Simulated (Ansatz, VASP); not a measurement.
## Zr in VASP and in Ansatz

Contents of INCAR:

```
SYSTEM = Zr
ALGO     = Normal         ! electronic algorithm
EDIFF    = 1E-6           ! SCF threshold, eV
ENCUT    = 520            ! plane-wave cutoff, eV
GGA      = PE             ! functional
ISIF     = 2              ! what is computed and relaxed
ISMEAR   = -1             ! smearing method
LASPH    = .TRUE.         ! aspherical terms in the spheres
LCHARG   = .TRUE.         ! write CHGCAR
LELF     = .TRUE.         ! ELF
LREAL    = .FALSE.        ! projectors in reciprocal space
LVHAR    = .TRUE.       
LWAVE    = .FALSE.        ! write WAVECAR
NBANDS   = 12             ! bands
NELM     = 80             ! most SCF steps
PREC     = Accurate       ! precision mode
SIGMA    = 0.08           ! smearing width, eV
```

The input KPOINTS:

```
k-points
0
G
  14 14 14
  0 0 0
```

POSCAR

```
Zr
1.0
   -1.8249593561      1.8249593561      1.8249593561
    1.8249593561     -1.8249593561      1.8249593561
    1.8249593561      1.8249593561     -1.8249593561
Zr
1
Direct
    0.0000000000      0.0000000000      0.0000000000
```

Input for Ansatz:

```yaml
crystal:
  lattice:
    - [-1.8249593561, 1.8249593561, 1.8249593561]
    - [1.8249593561, -1.8249593561, 1.8249593561]
    - [1.8249593561, 1.8249593561, -1.8249593561]
  atoms:
    - { symbol: Zr, position: [0.0, 0.0, 0.0] }
kpoints:
  mp_grid: { grid: [14, 14, 14] }
scf:
  occupations: { method: fermi_dirac, width: 0.08 }
hamiltonian:
  xc: pbe
  pseudopotentials: { kind: all_electron, lapw: { basis_error: 0.0005 } }
output:
  forces: true
  stress: true
  eigenvalues: true
```

Change from the starting cell: volume scaled by 1.025.

Alike in both runs: task single point; functional PBE; k mesh 14 × 14 × 14; occupations fermi-dirac, width 0.08 eV; no spin polarisation.

```csv
,VASP,Ansatz
version,VASP 6.6.1,Ansatz 0.2.0
potentials or method,"VASP PAW PBE potentials, release 64 (Zr_sv)","all-electron LAPW, scalar-relativistic"
plane-wave cutoff (eV),520,see its input
```

|  | VASP | Ansatz | Ansatz less VASP |
| --- | --- | --- | --- |
| pressure (GPa) | -4.8 | -4.9 | -0.01 |

Ansatz ran all-electron here, so the differences hold the error of VASP's frozen core and of both bases.
